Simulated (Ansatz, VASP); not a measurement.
**Two plane-wave programs on CdS**

Contents of POSCAR:

```
CdS
1.0
    0.0000000000      2.6813668913      2.6813668913
    2.6813668913      0.0000000000      2.6813668913
    2.6813668913      2.6813668913      0.0000000000
Cd S
1 1
Direct
   -0.0084923707      0.0084923707      0.0084923707
    0.5297773349      0.4702226651      0.4702226651
```

INCAR.step1

```
PREC = Accurate ; ENCUT = 520
ISMEAR = 0 ; SIGMA = 0.05
LREAL = F ; LASPH = T
NELM = 80 ; NBANDS = 16
GGA = PE ; ALGO = Normal
EDIFF = 1E-4 ; LWAVE = T
LCHARG = F
```

The input INCAR.step2:

```
PREC = Accurate ; ENCUT = 520
EDIFF = 1E-6 ; ISMEAR = 0
SIGMA = 0.05 ; LREAL = F
LASPH = T ; NELM = 80
ALGO = Normal ; ISIF = 2
LWAVE = F ; LCHARG = F
METAGGA = R2SCAN ; LMIXTAU = T
NBANDS = 16 ; ISTART = 1
```

Contents of KPOINTS:

```
regular mesh
0
Gamma
  8 8 8
```

Input for Ansatz:

```yaml
crystal:
  lattice:
    - [0.0, 2.6813668913, 2.6813668913]
    - [2.6813668913, 0.0, 2.6813668913]
    - [2.6813668913, 2.6813668913, 0.0]
  atoms:
    - { symbol: Cd, position: [-0.0084923707, 0.0084923707, 0.0084923707] }
    - { symbol: S, position: [0.5297773349, 0.4702226651, 0.4702226651] }
basis:
  ecutwfc: 500
kpoints:
  mp_grid: { grid: [8, 8, 8] }
hamiltonian:
  xc: r2scan
scf:
  occupations: { method: gaussian, width: 0.05 }
output:
  forces: true
  stress: true
  eigenvalues: true
```

Change from the starting cell: mode 4 frozen in at -0.162 Å, equal normal strain along x, y and z -0.0167.

Alike in both runs: task single point; functional r2SCAN; k mesh 8 × 8 × 8; occupations gaussian, width 0.05 eV; no spin polarisation.

|  | VASP | Ansatz |
| --- | --- | --- |
| version | VASP 6.6.1 | Ansatz 0.2.0 |
| potentials or method | VASP PAW PBE potentials, release 64 (Cd, S) | scalar-relativistic, plane waves, PAW |
| plane-wave cutoff (eV) | 520 | 500 |
| valence electrons in the cell | 18 | 26 |

VASP gave:

```
gap on the k mesh at the Fermi level (eV)       : 0.82
least direct gap on the mesh (eV)               : 2.66
pressure (GPa)                                  : 6.8
largest component of the traceless stress (GPa) : 3.85
rms of the force components (eV/Å)              : 0.425
```

**Question.** Which values does Ansatz return?

**Answer.** gap on the k mesh at the Fermi level (eV): 0.84; least direct gap on the mesh (eV): 2.69; pressure (GPa): 6.2; largest component of the traceless stress (GPa): 3.76; rms of the force components (eV/Å): 0.411.

Atom by atom the forces differ by 0.014 eV/Å (rms over components). The two sets of potentials don't hold the same shells in valence.

Caveats: the PAW data sets were made with another functional, which shifts forces and pressure a little (VASP). A k mesh can miss the band edges.
